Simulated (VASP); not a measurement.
```
CELL_PARAMETERS angstrom
      0.00000     3.05000     3.05000
      3.05000     0.00000     3.05000
      3.05000     3.05000     0.00000
ATOMIC_POSITIONS crystal
  Zn 0.98852 0.01148 0.02787
  Te 0.25000 0.25000 0.25000
```

All values below come from PBE GGA, VASP's PBE PAW potentials (set 64) (plane waves; VASP 6.6.1). Settings: 400 eV cut-off, 6×6×6 Γ-centred mesh, Gaussian smearing of 0.050 eV, potentials Zn Te.

**Question.** The ions are relaxed. Predict the relaxed structure.

**Answer.** 
```
CELL_PARAMETERS angstrom
      0.00000     3.05000     3.05000
      3.05000     0.00000     3.05000
      3.05000     3.05000     0.00000
ATOMIC_POSITIONS crystal
  Zn 0.99429 0.00564 0.01387
  Te 0.24423 0.25583 0.26400
```
Space group F-43m (216), at a tolerance of 0.03 Å.

**Question.** How much energy does the relaxation gain?

**Answer.** The energy (σ→0) changes by -22.0 meV/atom, in 6 ionic steps.

The compound is ZnTe in the zinc blende structure. In the starting cell atoms are displaced from their ideal sites. This run relaxes the ions in a fixed cell.
